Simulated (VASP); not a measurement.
**Rh: relaxation of the atoms with PBEsol**

Crystal: Rh.

```
CELL_PARAMETERS angstrom
0.00000 1.87703 1.87703
1.87703 0.00000 1.87703
1.87703 1.87703 0.00000
ATOMIC_POSITIONS crystal
Rh 0.00000 0.00000 0.00000
```

The cell isn't the ideal one: a relaxed cell with its volume scaled by 0.98.

| Property | Result |
| --- | --- |
| Program | VASP 6.6.1 |
| Task | relaxation of the atoms |
| Functional | PBEsol |
| Potentials or basis | VASP PAW PBE potentials, release 64 (Rh_pv) |
| Cutoff | 600 eV |
| k mesh | 16 × 16 × 16 |
| Occupations | methfessel-paxton, width 0.1 eV |
| Spin | no spin polarisation |
| Further INCAR settings | ALGO = Fast; EDIFF = 1e-07; IBRION = 2; EDIFFG = -0.01; NSW = 40 |

* Pressure after relaxing: 6.3 GPa
* Band gap on the k mesh: none (metal or under the smearing width)

Final structure:
```xyz
1
Lattice="0.0000 1.8770 1.8770 1.8770 0.0000 1.8770 1.8770 1.8770 0.0000" Properties=species:S:1:pos:R:3 pbc="T T T"
Rh    0.0000    0.0000    0.0000
```

Levels at points of the mesh, in eV from the Fermi level:
| k point | band 4 | band 5 | band 6 | band 7 | band 8 | band 9 | band 10 | band 11 |
| --- | --- | --- | --- | --- | --- | --- | --- | --- |
| (0.00, 0.00, 0.00) | -8.33 | -3.27 | -3.27 | -3.27 | -1.03 | -1.03 | 15.91 | 21.58 |
| (0.50, 0.00, 0.00) | -6.48 | -3.35 | -3.35 | 0.62 | 0.64 | 0.64 | 9.01 | 15.43 |
| (0.50, 0.50, 0.00) | -6.71 | -6.32 | 0.62 | 1.08 | 1.08 | 3.24 | 12.75 | 13.47 |

Run time: 9.9 s on 1 thread of Intel(R) Xeon(R) 6975P-C (Granite Rapids) (shared host), peak memory 0.16 GiB.

Caveat: the relaxation stopped at its first step, so nothing moved; the PAW data sets were made with another functional, which shifts forces and pressure a little.
